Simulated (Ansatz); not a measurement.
P:

```
CELL_PARAMETERS angstrom
1.64774 -5.46504 0.00000
1.64774 5.46504 0.00000
0.00000 0.00000 4.54364
ATOMIC_POSITIONS crystal
P 0.90414 0.09586 0.58882
P 0.09586 0.90414 0.41118
P 0.59586 0.40414 0.08882
P 0.40414 0.59586 0.91118
```

Base run:

```yaml
Program: Ansatz 0.2.0
Functional: BLYP
Potentials_or_basis: Ansatz PAW
Cutoff: "420 eV (not typed: the program's choice for these potentials)"
k_mesh: 5 × 5 × 4
Occupations: fermi-dirac, width 0.05 eV
Spin: no spin polarisation
```

Its results: band gap on the k mesh 0.52 eV, direct; pressure 6.5 GPa; largest force 0.457 eV/Å.

Task: After a change of settings the same cell gave: band gap on the k mesh 0.44 eV, direct; pressure 2.1 GPa; largest force 0.332 eV/Å. Which change was it?
A. functional from BLYP to PBE0
B. functional from BLYP to PBE
C. functional from BLYP to PBEsol
D. functional from BLYP to revPBE

Result: B.

PBE binds more tightly than BLYP, so the same cell stands under less pressure.

Caveats: odd divisions of the mesh miss points on the zone boundary, where band edges often lie, so the gap on the mesh can be too wide; the density of states is complete only up to the lowest level of the last band computed; the PAW data sets come from PBE, with cores solved anew for the run's functional, which leaves a small shift of forces and pressure (some runs).
